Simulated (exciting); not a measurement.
# ZnSe (Stilleite) (F-43m) in exciting: single point with PBEsol

Aim: the single point of ZnSe (Stilleite) with PBEsol.

Program: exciting (release sodium). These are calculated values, not measurements. Logs are shortened: lines on timing, memory, paths and dates and some standing lists are left out, and cuts for length are marked.

**What was measured.**

“Alloy Disordering Effects on the Thermal Conductivity and Energy Gap Temperature Dependence of Cd1−xZnxSe Ternary Crystals Grown by the Bridgman Method”, 2023, pmc:10253836 reports, for a bulk crystal of ZnSe at 300 K: band gap 2.695 ± 0.003 eV (an exciton energy, a little under the gap).

The runs below are set against these values where they give the same quantity.

### 1 Starting point

It takes space group F-43m (No. 216, cubic). The conventional cell has a = 5.668 Å, b = 5.668 Å, c = 5.668 Å, α = 90.00°, β = 90.00°, γ = 90.00°. Around Se (site symmetry -43m) lie 4 Zn at 2.45 Å. Zn (site symmetry -43m) is surrounded by 4 Se at 2.45 Å.

### 2 Single point, PBEsol

File input.xml:

```xml
<input>
  <title>ZnSe</title>
  <structure speciespath="./" tshift="false">
    <crystal scale="1">
      <basevect>0.000000000000 5.355105891965 5.355105891965</basevect>
      <basevect>5.355105891965 0.000000000000 5.355105891965</basevect>
      <basevect>5.355105891965 5.355105891965 0.000000000000</basevect>
    </crystal>
    <species speciesfile="Se.xml" rmt="2">
      <atom coord="0.750000000000 0.750000000000 0.750000000000"/>
    </species>
    <species speciesfile="Zn.xml" rmt="2">
      <atom coord="0.000000000000 0.000000000000 0.000000000000"/>
    </species>
  </structure>
  <groundstate do="fromscratch" ngridk="5 5 5" rgkmax="8" gmaxvr="14" lmaxapw="10" lmaxmat="10" lmaxvr="8" xctype="GGA_PBE_SOL" stype="Gaussian" swidth="0.00146997" nempty="10" ValenceRelativity="iora*" epsengy="1e-06" epspot="1e-06" maxscl="80" tforce="true" outputlevel="low"/>
</input>
```

Potentials or basis: all-electron LAPW+lo, shipped species files, valence relativity iora*.

Launch:

```console
$ OMP_NUM_THREADS=4 exciting_smp
```

INFO.OUT:

```text
================================================================================
EXCITING SODIUM started
[... 10 lines left out ...]

 Lattice vectors (cartesian) :
      0.0000000000      5.3551058920      5.3551058920
      5.3551058920      0.0000000000      5.3551058920
      5.3551058920      5.3551058920      0.0000000000

 Reciprocal lattice vectors (cartesian) :
     -0.5866536941      0.5866536941      0.5866536941
      0.5866536941     -0.5866536941      0.5866536941
      0.5866536941      0.5866536941     -0.5866536941

 Unit cell volume                           :     307.1384474741
 Brillouin zone volume                      :       0.8076169411

 Species :    1 (Se)
     parameters loaded from                 :    Se.xml
     name                                   :    selenium

     atomic positions (lattice) :
       1 :   0.75000000  0.75000000  0.75000000

 Species :    2 (Zn)
     parameters loaded from                 :    Zn.xml
     name                                   :    zinc

     atomic positions (lattice) :
       1 :   0.00000000  0.00000000  0.00000000

 Total number of atoms per unit cell        :       2

 Spin treatment                             :    spin-unpolarised

 Number of Bravais lattice symmetries       :      48
 Number of crystal symmetries               :      24

 k-point grid                               :       5    5    5
 Total number of k-points                   :      14
 k-point set is reduced with crystal symmetries

 R^MT_min * |G+k|_max (rgkmax)              :       8.00000000

 G-vector grid sizes                        :      36    36    36
 Total number of G-vectors                  :   14211

 Total nuclear charge                       :     -64.00000000
 Total electronic charge                    :      64.00000000

 Number of empty states                     :      10
 Total number of valence states             :      28

 Exchange-correlation type                  :      22
     PBEsol, Phys. Rev. Lett. 100, 136406 (2008)
     Generalised gradient approximation (GGA)

 Smearing scheme                            :    Gaussian
 Smearing width                             :       0.00146997

++++++++++++++++++++++++++++++++++++++++++++++++++++++++++++++++++++++++++++++++
+ Ending initialization                                                        +
++++++++++++++++++++++++++++++++++++++++++++++++++++++++++++++++++++++++++++++++

********************************************************************************
* Groundstate module started                                                   *
********************************************************************************
 Output level for this task is set to low

++++++++++++++++++++++++++++++++++++++++++++++++++++++++++++++++++++++++++++++++
[... 5 lines left out ...]
+ SCF iteration number :    1                                                  +
++++++++++++++++++++++++++++++++++++++++++++++++++++++++++++++++++++++++++++++++
 Total energy                               :     -4220.98697910
 _______________________________________________________________
 Fermi energy                               :         0.15453782
 DOS at Fermi energy (states/Ha/cell)       :         0.00000000
 Electron charge: Core leakage              :         0.00169425

 Estimated fundamental gap                  :         0.05226129
        valence-band maximum at    1      0.0000  0.0000  0.0000
     conduction-band minimum at    1      0.0000  0.0000  0.0000
[... 284 lines left out ...]
 RMS change in effective potential (target) :  0.171230E-09  ( 0.100000E-05)
 Absolute change in total energy   (target) :  0.152607E-06  ( 0.100000E-05)
 Charge distance                   (target) :  0.185225E-09  ( 0.100000E-04)
 Abs. change in max-nonIBS-force   (target) :   0.00000      ( 0.500000E-04)

++++++++++++++++++++++++++++++++++++++++++++++++++++++++++++++++++++++++++++++++
| Convergency criteria checked for the last 2 iterations                       +
| Convergence targets achieved. Performing final SCF iteration                 +
++++++++++++++++++++++++++++++++++++++++++++++++++++++++++++++++++++++++++++++++
 Total energy                               :     -4223.34602878
 _______________________________________________________________
 Fermi energy                               :         0.15470863
 DOS at Fermi energy (states/Ha/cell)       :         0.00000000
 Electron charge: Core leakage              :         0.00166979

 Estimated fundamental gap                  :         0.04244005
        valence-band maximum at    1      0.0000  0.0000  0.0000
     conduction-band minimum at    1      0.0000  0.0000  0.0000

++++++++++++++++++++++++++++++++++++++++++++++++++++++++++++++++++++++++++++++++
+ Self-consistent loop stopped                                                 +
++++++++++++++++++++++++++++++++++++++++++++++++++++++++++++++++++++++++++++++++
 STATE.OUT is written

--------------------------------------------------------------------------------
- Writing atomic positions and forces                                          -
--------------------------------------------------------------------------------

 Atomic positions (lattice) :
 atom     1  Se  :     0.75000000    0.75000000    0.75000000
 atom     2  Zn  :     0.00000000    0.00000000    0.00000000

 Total atomic forces including IBS (cartesian) :
 atom     1  Se  :     0.00000000    0.00000000    0.00000000
 atom     2  Zn  :    -0.00000000    0.00000000    0.00000000

 Atomic force components including IBS (cartesian) :
 atom     1  Se  :     0.00000000   -0.00000000    0.00000000   HF force
                 :    -0.00000000   -0.00000000   -0.00000000   core correction
                 :     0.00000000    0.00000000   -0.00000000   IBS correction
 atom     2  Zn  :    -0.00000000    0.00000000   -0.00000000   HF force
                 :     0.00000000    0.00000000    0.00000000   core correction
                 :    -0.00000000   -0.00000000    0.00000000   IBS correction

********************************************************************************
* Groundstate module stopped                                                   *
********************************************************************************

================================================================================
| EXCITING SODIUM stopped                                                      =
================================================================================
```

Run time: 55 s. Hardware: 4 threads of Arm Neoverse V1, shared host; peak memory 0.14 GiB.

What came out:

| Property | Result |
| --- | --- |
| Free energy | -114923.1000 eV |
| Band gap on the k mesh | 1.15 eV, direct |

Caveat: rgkmax is low for these elements, so energy differences scatter by about 1 meV per atom.

### 3 Comparison with measurements

Step 2. A measured gap of ZnSe is 2.695 eV (an exciton energy, a little under the gap; 300 K; “Alloy Disordering Effects on the Thermal Conductivity and Energy Gap Temperature Dependence of Cd1−xZnxSe Ternary Crystals Grown by the Bridgman Method”, 2023, pmc:10253836); the calculated 1.15 eV misses it by -1.54 eV. So large a miss can be the level of theory's own, or it may mean another phase, state or a wrong row. Spin-orbit coupling on Se is left out. The value is that of PBEsol, without temperature or zero-point motion. Semilocal functionals fall short of measured gaps as a rule.
